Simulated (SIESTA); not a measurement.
The system is Zn.

```
Zn
1.0
     2.67000    0.00000    0.00000
    -1.33500    2.31229    0.00000
     0.00000    0.00000    4.96600
Zn
2
Direct
  0.66667 0.33333 0.75000
  0.33333 0.66667 0.25000
```

Base run:

* Program: SIESTA 5.4.2
* Functional: PBE
* Potentials or basis: PseudoDojo 0.4 standard (PBE files)
* Basis: DZP (energy shift 0.003 Ry; two zetas on semicore shells)
* Grid cutoff: 800 Ry
* Energy shift: 0.003 Ry
* k mesh: 11 × 11 × 6
* Occupations: fermi-dirac, width 0.05 eV
* Spin: no spin polarisation

Its results: band gap on the k mesh none (metal or under the smearing width); pressure -4.1 GPa.

The run is repeated on the same cell with these changes: basis from DZP (energy shift 0.003 Ry; two zetas on semicore shells) to SZP (energy shift 0.003 Ry). What comes out?

Band gap on the k mesh none (metal or under the smearing width); pressure -14.0 GPa.

Caveats: short orbitals over semicore shells can move pressures by several GPa; the valence orbitals were made in a potential fitted to the semicore shell under them, which widens gaps by tenths of an eV or more; the basis of atomic orbitals isn't converged, which shifts pressures, moduli and gaps.
